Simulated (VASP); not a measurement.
# Ge (Cmce) in VASP: a series of runs

The runs below take Ge through single point, with r2SCAN.

Everything below comes from runs of VASP 6.6.1. Logs are shortened: lines on timing, memory, paths and dates and some standing lists are left out, and cuts for length are marked.

## (1) The structure

The structure is orthorhombic, space group Cmce (No. 64). Conventional cell: a = 4.841 Å, b = 8.205 Å, c = 4.848 Å, α = 90.00°, β = 90.00°, γ = 90.00°. Ge (site symmetry m) has 7 Ge at 2.62 to 3.00 Å as nearest neighbours.

The cell was built by a generator and needn't be a form met in nature.

## (2) Single point, r2SCAN

POSCAR

```
Ge
1.0
    2.4205483000     -4.1023804828      0.0000000000
    2.4205483000      4.1023804828      0.0000000000
    0.0000000000      0.0000000000      4.8475360838
Ge
4
Direct
    0.1525000000      0.8475000000      0.0785000000
    0.6525000000      0.3475000000      0.4215000000
    0.8475000000      0.1525000000      0.9215000000
    0.3475000000      0.6525000000      0.5785000000
```

INCAR.step1

```
  PREC = Accurate
  ENCUT = 520
  ISMEAR = 0
  SIGMA = 0.1
  LREAL = F
  LASPH = T
  NELM = 100
  NBANDS = 36
  GGA = PE
  ALGO = Normal
  EDIFF = 1E-4
  LWAVE = T
  LCHARG = F
```

INCAR.step2

```
  PREC = Accurate
  ENCUT = 520
  EDIFF = 1E-6
  ISMEAR = 0
  SIGMA = 0.1
  LREAL = F
  LASPH = T
  NELM = 100
  ALGO = Normal
  ISIF = 2
  LWAVE = F
  LCHARG = F
  METAGGA = R2SCAN
  LMIXTAU = T
  NBANDS = 36
  ISTART = 1
```

KPOINTS

```
Automatic mesh
0
Gamma
  4 4 4
```

Potentials or basis: VASP PAW PBE potentials, release 64 (Ge_d).

On the command line:

```bash
> cat potpaw_PBE.64/Ge_d/POTCAR > POTCAR
> cp INCAR.step1 INCAR
> mpirun -np 1 vasp_std > vasp.out
> cp INCAR.step2 INCAR
> mpirun -np 1 vasp_std > vasp.out
```

OUTCAR:

```text
PREC = Accurate
   ENCUT = 520
   EDIFF = 1E-6
   ISMEAR = 0
   LREAL = F
   LASPH = T
   NELM = 100
   ISIF = 2
   METAGGA = R2SCAN
   ISTART = 1

 ion  position               nearest neighbor table
   1  0.153  0.847  0.078-   3 2.62   4 2.90   4 2.90
   2  0.653  0.347  0.422-   4 2.62   3 2.90   3 2.90
   3  0.847  0.153  0.922-   1 2.62   2 2.90   2 2.90
   4  0.347  0.653  0.578-   2 2.62   1 2.90   1 2.90

  LATTYP: Found a base centered orthorhombic cell.
 ALAT       =     4.8410966000
 B/A-ratio  =     1.6948145521
 C/A-ratio  =     1.0013301705

  Lattice vectors:

 A1 = (   2.4205483000,  -4.1023804828,   0.0000000000)
 A2 = (   2.4205483000,   4.1023804828,   0.0000000000)
 A3 = (   0.0000000000,   0.0000000000,   4.8475360838)

Analysis of symmetry for initial positions (statically):
=====================================================================
 Subroutine PRICEL returns:
 Original cell was already a primitive cell.

 Routine SETGRP: Setting up the symmetry group for a
 base centered orthorhombic supercell.

 Subroutine GETGRP returns: Found  8 space group operations
 (whereof  4 operations were pure point group operations)
 out of a pool of  8 trial point group operations.

The static configuration has the point symmetry C_2h.
 The point group associated with its full space group is D_2h.

Analysis of symmetry for dynamics (positions and initial velocities):
=====================================================================
 Subroutine PRICEL returns:
 Original cell was already a primitive cell.

 Routine SETGRP: Setting up the symmetry group for a
 base centered orthorhombic supercell.

 Subroutine GETGRP returns: Found  8 space group operations
 (whereof  4 operations were pure point group operations)
 out of a pool of  8 trial point group operations.

The dynamic configuration has the point symmetry C_2h.
 The point group associated with its full space group is D_2h.

 Subroutine INISYM returns: Found  8 space group operations
 (whereof  4 operations are pure point group operations),
 and found     1 'primitive' translations

----------------------------------------------------------------------------------------

                                     Primitive cell

  volume of cell :      96.2722

  direct lattice vectors                    reciprocal lattice vectors
     2.420548300 -4.102380483  0.000000000     0.206564769 -0.121880455  0.000000000
     2.420548300  4.102380483  0.000000000     0.206564769  0.121880455  0.000000000
     0.000000000  0.000000000  4.847536084     0.000000000  0.000000000  0.206290367

  length of vectors
     4.763253058  4.763253058  4.847536084     0.239841300  0.239841300  0.206290367

  position of ions in fractional coordinates (direct lattice)
     0.152500000  0.847500000  0.078500000
     0.652500000  0.347500000  0.421500000
     0.847500000  0.152500000  0.921500000
     0.347500000  0.652500000  0.578500000

  ion indices of the primitive-cell ions
   primitive index   ion index
                 1           1
                 2           2
                 3           3
                 4           4

----------------------------------------------------------------------------------------

 KPOINTS: Automatic mesh

Automatic generation of k-mesh.
 Grid dimensions read from file:
 generate k-points for:    4    4    4

 Generating k-lattice:

  Cartesian coordinates                     Fractional coordinates (reciprocal lattice)
     0.051641192 -0.030470114  0.000000000     0.250000000  0.000000000  0.000000000
     0.051641192  0.030470114  0.000000000     0.000000000  0.250000000  0.000000000
     0.000000000  0.000000000  0.051572592     0.000000000  0.000000000  0.250000000

  Length of vectors
     0.059960325  0.059960325  0.051572592

  Shift w.r.t. Gamma in fractional coordinates (k-lattice)
     0.000000000  0.000000000  0.000000000

 Subroutine IBZKPT returns following result:
 ===========================================

 Found     21 irreducible k-points:

 Following reciprocal coordinates:
            Coordinates               Weight
  0.000000  0.000000  0.000000      1.000000
  0.250000  0.000000  0.000000      4.000000
  0.500000  0.000000  0.000000      2.000000
  0.250000  0.250000  0.000000      2.000000
  0.500000  0.250000  0.000000      4.000000
 -0.250000  0.250000  0.000000      2.000000
[... 13 lines left out ...]
 -0.250000  0.250000  0.500000      2.000000
  0.500000  0.500000  0.500000      1.000000
   k-points           NKPTS =     21   k-points in BZ     NKDIM =     21   number of bands    NBANDS=     36
   number of dos      NEDOS =    301   number of ions     NIONS =      4
   total plane-waves  NPLWV =  46656
   dimension x,y,z NGX =    36 NGY =   36 NGZ =   36
   dimension x,y,z NGXF=    72 NGYF=   72 NGZF=   72
   ions per type =               4
   NGX,Y,Z   is equivalent  to a cutoff of  12.56, 12.56, 12.35 a.u.
   NGXF,Y,Z  is equivalent  to a cutoff of  25.13, 25.13, 24.69 a.u.
 SYSTEM =  unknown system
   PREC   = accura    normal or accurate (medium, high low for compatibility)
   ISTART =      1    job   : 0-new  1-cont  2-samecut
   ICHARG =      0    charge: 1-file 2-atom 10-const
   ISPIN  =      1    spin polarized calculation?
   LNONCOLLINEAR =      F non collinear calculations
   LSORBIT =      F    spin-orbit coupling
   LASPH  =      T    aspherical Exc in radial PAW
   ENCUT  =  520.0 eV  38.22 Ry    6.18 a.u.   8.86  8.86  9.01*2*pi/ulx,y,z
   NELM   =    100;   NELMIN=  2; NELMDL=  0     # of ELM steps
   EDIFF  = 0.1E-05   stopping-criterion for ELM
   LREAL  =      F    real-space projection
   EDIFFG = 0.1E-04   stopping-criterion for IOM
   NSW    =      0    number of steps for IOM
   IBRION =     -1    ionic relax: 0-MD 1-quasi-New 2-CG
   NFREE  =      0    steps in history (QN), initial steepest desc. (CG)
   ISIF   =      2    stress and relaxation
   ISYM   =      2    0-nonsym 1-usesym 2-fastsym
   POTIM  = 0.5000    time-step for ionic-motion
   TEBEG  =    0.0;   TEEND  =   0.0 temperature during run
   PSTRESS=    0.0 pullay stress
   NELECT =      56.0000    total number of electrons
   NUPDOWN=      -1.0000    fix difference up-down
   EMIN   =  10.00;   EMAX   =-10.00  energy-range for DOS
   EFERMI =   0.00;   METHOD = LEGACY
   ISMEAR =     0;   SIGMA  =   0.10  broadening in eV -4-tet -1-fermi 0-gaus
   EFERMI_NEDOS =   21; number of points for ismear=-14 and -15
   IALGO  =     38    algorithm
   IMIX   =      4    mixing-type and parameters
     AMIX     =   0.40;   BMIX     =  1.00
     AMIX_MAG =   1.60;   BMIX_MAG =  1.00
  volume/ion in A,a.u.               =      24.07       162.42
  Fermi-wavevector in a.u.,A,eV,Ry     =   1.366587  2.582475 25.409694  1.867560
  Thomas-Fermi vector in A             =   2.492714
   LORBIT       =      0    0 simple, 1 ext, 2 COOP (PROOUT), +10 PAW based schemes
   METAGGA = R2SCAN    functional components
   LHFCALC =     F    Hartree Fock is set to
   AEXX    =    0.0000 exact exchange contribution
   IVDW    =     0    specifies the selected vdW correction
   LEPSILON=     F    determine dielectric tensor
   LRPA    =     F    only Hartree local field effects (RPA)
 non-spin polarized calculation
 Gauss-broadening in eV      SIGMA  =   0.10
  energy-cutoff  :      520.00
  volume of cell :       96.27
 maximum number of plane-waves:      2612
   NGX = 17   NGY = 17   NGZ = 19

 number of electron      56.0000066 magnetization

 Free energy of the ion-electron system (eV)
  ---------------------------------------------------
  ext. energy  EPLUGINS =         0.00000000
  ---------------------------------------------------
  free energy    TOTEN  =       -53.37612223 eV

  energy without entropy =      -53.37047722  energy(sigma->0) =      -53.37329973

 E-fermi :   4.5087     XC(G=0): -10.8030

 val. band max:        4.4079092797   @ k =   0.5000   0.5000   0.0000
 cond. band min:       4.5232608630   @ k =   0.2500   0.0000   0.0000
 fundamental gap:      0.1153515833
 Fermi energy:         4.5087139587

 k-point     1 :       0.0000    0.0000    0.0000
  band No.  band energies     occupation
      1     -21.1730      2.00000
      2     -21.1666      2.00000
      3     -21.1596      2.00000
      4     -21.1546      2.00000
      5     -21.1361      2.00000
      6     -21.1246      2.00000
[... 28 lines left out ...]
     35       9.1908      0.00000
     36       9.1932      0.00000

 k-point     2 :       0.2500    0.0000    0.0000
  band No.  band energies     occupation
      1     -21.1761      2.00000
      2     -21.1718      2.00000
      3     -21.1551      2.00000
      4     -21.1488      2.00000
      5     -21.1294      2.00000
      6     -21.1219      2.00000
[... 28 lines left out ...]
     35       9.0020      0.00000
     36      10.2462      0.00000

 k-point     3 :       0.5000    0.0000    0.0000
  band No.  band energies     occupation
      1     -21.1777      2.00000
      2     -21.1777      2.00000
      3     -21.1418      2.00000
      4     -21.1418      2.00000
      5     -21.1369      2.00000
      6     -21.1369      2.00000
[... 28 lines left out ...]
     35      11.3098      0.00000
     36      11.3098      0.00000

 k-point     4 :       0.2500    0.2500    0.0000
  band No.  band energies     occupation
      1     -21.1907      2.00000
      2     -21.1656      2.00000
      3     -21.1476      2.00000
      4     -21.1417      2.00000
      5     -21.1387      2.00000
      6     -21.1268      2.00000
[... 28 lines left out ...]
     35      10.7079      0.00000
     36      11.2887      0.00000

 k-point     5 :       0.5000    0.2500    0.0000
  band No.  band energies     occupation
      1     -21.1938      2.00000
      2     -21.1617      2.00000
      3     -21.1520      2.00000
      4     -21.1463      2.00000
      5     -21.1334      2.00000
      6     -21.1287      2.00000
[... 538 lines left out ...]
 k-point    19 :       0.5000    0.2500    0.5000
  band No.  band energies     occupation
      1     -21.1792      2.00000
      2     -21.1792      2.00000
      3     -21.1515      2.00000
      4     -21.1515      2.00000
      5     -21.1310      2.00000
      6     -21.1310      2.00000
[... 28 lines left out ...]
     35      11.2472      0.00000
     36      11.2472      0.00000

 k-point    20 :      -0.2500    0.2500    0.5000
  band No.  band energies     occupation
      1     -21.1750      2.00000
      2     -21.1750      2.00000
      3     -21.1470      2.00000
      4     -21.1470      2.00000
      5     -21.1364      2.00000
      6     -21.1364      2.00000
[... 28 lines left out ...]
     35      10.7593      0.00000
     36      10.7593      0.00000

 k-point    21 :       0.5000    0.5000    0.5000
  band No.  band energies     occupation
      1     -21.1807      2.00000
      2     -21.1807      2.00000
      3     -21.1491      2.00000
      4     -21.1491      2.00000
      5     -21.1373      2.00000
      6     -21.1373      2.00000
[... 28 lines left out ...]
     35      11.9725      0.00000
     36      11.9725      0.00000

------------------------ aborting loop because EDIFF is reached ----------------------------------------

  FORCE on cell =-STRESS in cart. coord.  units (eV):
  Direction    XX          YY          ZZ          XY          YZ          ZX
  --------------------------------------------------------------------------------------
  -------------------------------------------------------------------------------------
  Total       -2.8813093     -3.1328069     -3.7908782      0.0000000      0.0000000      0.0000000
  in kB      -47.9512274    -52.1366916    -63.0884237      0.0000000      0.0000000      0.0000000
  external PRESSURE =     -54.3921143 kB  Pullay stress =       0.0000000 kB

 VOLUME and BASIS-vectors are now :
 -----------------------------------------------------------------------------
  energy-cutoff  :      520.00
  volume of cell :       96.27
      direct lattice vectors                 reciprocal lattice vectors
     2.420548300 -4.102380483  0.000000000     0.206564769 -0.121880455  0.000000000
     2.420548300  4.102380483  0.000000000     0.206564769  0.121880455  0.000000000
     0.000000000  0.000000000  4.847536084     0.000000000  0.000000000  0.206290367

 POSITION                                       TOTAL-FORCE (eV/Angst)
 -----------------------------------------------------------------------------------
      2.42055      2.85115      0.38053         0.000000     -0.719009      0.328659
      2.42055     -1.25123      2.04324         0.000000     -0.719009     -0.328659
      2.42055     -2.85115      4.46700         0.000000      0.719009     -0.328659
      2.42055      1.25123      2.80430         0.000000      0.719009      0.328659
 -----------------------------------------------------------------------------------
    total drift:                                0.000000      0.000000     -0.000000

  FREE ENERGIE OF THE ION-ELECTRON SYSTEM (eV)
  ---------------------------------------------------
  free  energy   TOTEN  =       -53.3761222350 eV

  energy  without entropy=      -53.3704772178  energy(sigma->0) =      -53.37329973
```

It took 2.6 min on 1 thread of Intel Xeon Platinum 8375C at 2.90GHz (Ice Lake), shared host; peak memory 0.23 GiB.

Results:

```
Free energy            : -53.3761 eV
Pressure               : -5.4 GPa
Largest force          : 0.791 eV/Å
Band gap on the k mesh : none (metal or under the smearing width)
```

Forces on the atoms (eV/Å):
```
Ge   0.000 -0.719  0.329
Ge   0.000 -0.719 -0.329
Ge   0.000  0.719 -0.329
Ge   0.000  0.719  0.329
```

Levels at points of the mesh, in eV from the Fermi level:
```
           k point  band 25  band 26  band 27  band 28  band 29  band 30  band 31  band 32
(0.00, 0.00, 0.00)    -3.33    -3.01    -2.05    -1.13    -0.95     1.46     2.47     3.37
(0.50, 0.00, 0.00)    -3.12    -3.12    -1.50    -1.50     0.66     0.66     2.58     2.58
(0.50, 0.50, 0.00)    -4.55    -3.24    -1.11    -0.73    -0.10     1.15     1.53     1.89
(0.00, 0.00, 0.50)    -2.57    -2.57    -1.97    -1.97    -0.28    -0.28     1.85     1.85
(0.50, 0.00, 0.50)    -3.46    -3.46    -2.01    -2.01     3.43     3.43     3.63     3.63
(0.50, 0.50, 0.50)    -2.96    -2.96    -2.93    -2.93     2.49     2.49     3.69     3.69
```

Caveat: the k mesh is coarse (spacing up to 0.38 Å⁻¹), so the values aren't converged; the PAW data sets were made with another functional, which shifts forces and pressure a little.

## (3) Single point, r2SCAN

This run uses another cell than the first one: it holds 1 atom, not 4.

POSCAR

```
Ge
1.0
   -1.6774499835      1.6774499835      1.6774499835
    1.6774499835     -1.6774499835      1.6774499835
    1.6774499835      1.6774499835     -1.6774499835
Ge
1
Direct
    0.0000000000      0.0000000000      0.0000000000
```

INCAR.step1

```
SYSTEM = Ge
PREC = Accurate
ENCUT = 520
ISMEAR = 0
SIGMA = 0.1
LREAL = .FALSE.
LASPH = .TRUE.
NELM = 100
NBANDS = 13
GGA = PE
ALGO = Normal
EDIFF = 1E-4
LWAVE = .TRUE.
LCHARG = .FALSE.
```

INCAR.step2

```
SYSTEM = Ge
PREC = Accurate
ENCUT = 520
EDIFF = 1E-7
ISMEAR = 0
SIGMA = 0.1
LREAL = .FALSE.
LASPH = .TRUE.
NELM = 100
ALGO = Normal
ISIF = 2
LWAVE = .FALSE.
LCHARG = .TRUE.
METAGGA = R2SCAN
LMIXTAU = .TRUE.
LELF = .TRUE.
LVHAR = .TRUE.
NBANDS = 13
ISTART = 1
```

KPOINTS

```
Automatic mesh
0
G
  6 6 6
  0 0 0
```

Potentials or basis: VASP PAW PBE potentials, release 64 (Ge_d).

On the command line:

```bash
> cat potpaw_PBE.64/Ge_d/POTCAR > POTCAR
> cp INCAR.step1 INCAR
> mpirun -np 1 vasp_std > vasp.out
> cp INCAR.step2 INCAR
> mpirun -np 1 vasp_std > vasp.out
```

Wall time 18 s (1 thread of Intel Xeon Platinum 8375C at 2.90GHz (Ice Lake), shared host); peak memory 0.14 GiB.

Results (log left out):

```yaml
Free_energy: -13.3286 eV
Pressure: -0.6 GPa
Band_gap_on_the_k_mesh: none (metal or under the smearing width)
```

Levels at points of the mesh, in eV from the Fermi level:
```csv
k point,band 5,band 6,band 7,band 8,band 9,band 10
"(0.00, 0.00, 0.00)",-25.58,-14.01,9.47,9.47,9.47,15.40
"(0.50, 0.00, 0.00)",-25.53,-7.95,-5.79,4.35,6.99,9.98
"(0.50, 0.50, 0.50)",-25.54,-2.69,-0.76,-0.76,-0.75,4.61
```

Caveat: the k mesh is coarse (spacing up to 0.44 Å⁻¹), so the values aren't converged; the PAW data sets were made with another functional, which shifts forces and pressure a little.
